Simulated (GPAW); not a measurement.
Wanted: an ASE script for a GPAW 26.7.0 run.

```
Task                : equation of state
Functional          : PBE
Potentials or basis : PAW data sets generated in the run's folder for this functional
Cutoff              : 600 eV
Basis               : pw
k mesh              : 9 × 9 × 9
Occupations         : fermi-dirac, width 0.05 eV
Spin                : no spin polarisation
Maxiter             : 150
Eos scales          : [0.94, 0.96, 0.98, 1.0, 1.02, 1.04, 1.06]
```

Pb:

```
CELL_PARAMETERS angstrom
0.00000 2.47502 2.47502
2.47502 0.00000 2.47502
2.47502 2.47502 0.00000
ATOMIC_POSITIONS crystal
Pb 0.00000 0.00000 0.00000
```

The input as run:

run.py

```python
from ase import Atoms
from ase.eos import EquationOfState
from ase.io import Trajectory
from ase.units import GPa
from gpaw import GPAW, PW, setup_paths

setup_paths.insert(0, '.')

atoms = Atoms(['Pb'],
              cell=[[0.0, 2.47502, 2.47502],
                    [2.47502, 0.0, 2.47502],
                    [2.47502, 2.47502, 0.0]],
              scaled_positions=[[0.0, 0.0, 0.0]],
              pbc=True)

traj = Trajectory('eos.traj', 'w')
volumes, energies = [], []
for x in [0.94, 0.96, 0.98, 1.0, 1.02, 1.04, 1.06]:
    a = atoms.copy()
    a.set_cell(atoms.cell * x**(1 / 3), scale_atoms=True)
    calc = GPAW(mode=PW(600),
                xc='PBE',
                kpts={'size': (9, 9, 9), 'gamma': True},
                occupations={'name': 'fermi-dirac', 'width': 0.05},
                nbands=14,
                convergence={'density': 1e-05, 'energy': 1e-05},
                maxiter=150,
                txt=f'eos-{x:.2f}.txt')
    a.calc = calc
    energies.append(a.get_potential_energy(force_consistent=True))
    volumes.append(a.get_volume())
    p = -a.get_stress()[:3].mean() / GPa
    calc.write(f'eos-{x:.2f}.gpw')
    traj.write(a)
    print(f'{x:.2f} {volumes[-1]:10.4f} A^3 {energies[-1]:14.6f} eV {p:9.3f} GPa', flush=True)

v0, e0, B = EquationOfState(volumes, energies, eos='birchmurnaghan').fit()
print(f'V0 = {v0:.4f} A^3, E0 = {e0:.6f} eV, B0 = {B / GPa:.2f} GPa')
```

Potentials or basis: PAW data sets generated in the run's folder for this functional, pw.

Run with:

```bash
$ gpaw-setup -f PBE Pb
$ OMP_NUM_THREADS=1 python run.py
```

Results of the run:

The equilibrium volume is 31.69 Å³/atom and the bulk modulus is 41 GPa. The pressure derivative of the bulk modulus is 5.2 (rough: it moves with the points fitted).

Wall time 60 s on 1 thread of Intel(R) Xeon(R) Platinum 8259CL CPU @ 2.50GHz (Skylake/Cascade Lake) (shared host), peak memory 0.18 GiB.
